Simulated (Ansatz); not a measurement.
Consider the isomerisation: `C1=CCCC=C1` → `C=C1C=CCC1`.

Gas-phase electronic energies from Ansatz, PBE0-D4/def2-TZVP geometries. CCSD(T)/CBS adds triple-zeta CCSD(T) − MP2 to the extrapolated MP2 energy (def2 sets, frozen cores). Functionals use def2-TZVPP.

`C1=CCCC=C1`:

Z-matrix (Å, degrees):
```
C
C 1 1.499
C 1 1.524 2 111.5
H 1 1.101 2 108.3 3 -120.7
H 1 1.093 2 110.9 3 123.2
C 2 1.335 1 120.2 3 31.5
H 2 1.085 1 119.0 3 -152.3
C 3 1.499 1 111.5 2 -44.5
H 3 1.101 1 109.6 2 75.4
H 3 1.093 1 110.2 2 -168.1
C 6 1.457 2 120.5 1 -1.4
H 6 1.085 2 120.6 1 177.2
H 8 1.085 3 119.0 1 -152.3
H 11 1.085 6 118.9 2 166.1
```

`C=C1C=CCC1`:

Cartesian coordinates in Å:
```
C 1.041 0.691 1.791
C 0.469 0.227 0.680
C 1.062 -0.699 -0.273
C 0.226 -0.965 -1.279
C -1.077 -0.239 -1.141
C -0.918 0.559 0.168
H 0.527 1.381 2.451
H 2.044 0.391 2.072
H 2.059 -1.107 -0.158
H 0.443 -1.626 -2.110
H -1.263 0.410 -2.003
H -1.919 -0.938 -1.102
H -1.676 0.281 0.904
H -1.019 1.633 0.000
```

| level | ΔE (kJ/mol) | difference from CCSD(T)/CBS |
| --- | --- | --- |
| LDA (SPW92) | 5.2 | -0.8 |
| r2SCAN-D4 | 0.8 | -5.2 |
| r2SCANh-D4 | 1.5 | -4.5 |
| B2PLYP | 3.4 | -2.6 |
| r2SCAN0 | 2.2 | -3.8 |
| RPA@PBE/def2-TZVPP | 5.0 | -1.0 |
| HF/def2-SVP | 5.7 | -0.3 |
| CCSD/def2-SVP | 9.9 | 3.9 |
| CCSD/def2-TZVPP | 5.1 | -0.9 |
| CCSD(T)/def2-TZVPP | 5.1 | -0.9 |
| CCSD(T)/CBS | 6.0 | 0 |

Task: What do rigid-rotor, harmonic-oscillator terms from PBE0-D4/def2-TZVP frequencies (298.15 K, 1 bar) make of the CCSD(T)/CBS value? (Best estimate.)

Result: Ansatz gave: ΔZPE = -3.0 kJ/mol, ΔH = +4.2 kJ/mol, ΔS = 26 J/(mol·K), ΔG = -3.5 kJ/mol. Modes under 50 cm⁻¹ make the entropy rough.

Largest T1 diagnostic among the species: 0.011.

Leaving LDA and LC-ωPBE aside and taking each functional with its dispersion term where it has one, the values, not all of them listed here, spread over 5.6 kJ/mol, from B97M-V to CAM-B3LYP-D4. LDA lies +5.4 kJ/mol from PBE without D4. At CCSD(T), def2-SVP lies +3.7 kJ/mol from the extrapolated value and def2-TZVPP −0.9 kJ/mol. In def2-TZVPP, CCSD(T) changes the Hartree–Fock value by +3.7 kJ/mol (the triples alone add +0.0 kJ/mol) and MP2 by +4.0 kJ/mol.

CCSD(T)/CBS has its own doubt, a few kJ/mol and more with outer-core shells, so smaller differences from it don't rank the levels.
